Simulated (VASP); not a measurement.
Crystal: Li.

```
Li
1.0
     2.89050    0.02738   -0.03249
    -1.42153    2.56462    0.01341
    -0.03004   -0.00303    2.71942
Li
1
Direct
  0.92846 0.94811 0.99916
```

The cell isn't the ideal one: cell strained at random at fixed volume.

```yaml
Program: VASP 6.6.1
Task: relaxation of cell and atoms
Functional: revPBE
Dispersion: dDsC
Potentials_or_basis: VASP PAW PBE potentials, release 64 (Li_sv)
Cutoff: 600 eV
k_mesh: 10 × 10 × 10
Occupations: gaussian, width 0.01 eV
Spin: no spin polarisation
```

At the start: pressure -0.3 GPa; volume 20.26 Å³/atom.

How do energy, volume and symmetry change on relaxing?

Over 7 steps the energy falls by 3.1 meV/atom and the volume is 19.64 Å³/atom (-3.1 %); space group C2/m (No. 12, to 0.05 Å).

The path:
```csv
step,energy change (eV),largest force (eV/Å),pressure (GPa),volume (Å³)
1,0.0000,0.0000,-0.32,20.26
2,-0.0015,0.0000,-0.27,20.14
3,-0.0024,0.0000,-0.22,20.00
4,-0.0011,0.0000,-0.07,19.70
5,-0.0025,0.0000,-0.19,19.92
6,-0.0028,0.0000,-0.11,19.80
7,-0.0031,0.0000,0.00,19.64
```

Final structure:
```
CELL_PARAMETERS angstrom
2.91765 0.02412 -0.03570
-1.43748 2.53366 0.01408
-0.03417 -0.00393 2.64501
ATOMIC_POSITIONS crystal
Li 0.92846 0.94811 0.99916
```

Caveat: the cutoff is under 1.25 times the usual one of these potentials, so pressure, stress and relaxed cells hold a basis-set (Pulay) error; the PAW data sets were made with another functional, which shifts forces and pressure a little; pairwise dispersion overbinds metals, which lowers pressure and volume.
